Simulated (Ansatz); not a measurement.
**Computed properties of W**

```
CELL_PARAMETERS angstrom
0.00000 2.03000 2.03000
2.03000 0.00000 2.03000
2.03000 2.03000 0.00000
ATOMIC_POSITIONS crystal
W 0.00000 0.00000 0.00000
```

The cell comes from COD entry 1534935, which wasn't checked; take it as a given geometry.

Spin–orbit coupling is left out, though it moves levels of the heavy atoms by tenths of an eV or more.

Computed with Ansatz 0.2.0, DFT, PBE, all-electron LAPW, scalar-relativistic.

Settings: a Γ-centred 14×14×14 k mesh, Fermi–Dirac smearing of 0.05 eV, basis error target 0.25 meV/atom, no spin polarisation.

```yaml
Band_gap: "none: bands cross the Fermi level, a metal"
Volume_per_atom: 16.73 Å³
```

**Question.** Density of states at the Fermi level (0.2 eV bin): what does the calculation give?

**Answer.** 1.48 states/eV per cell.

**Question.** Predict this quantity. Pressure at this cell.

**Answer.** -4.57 GPa.
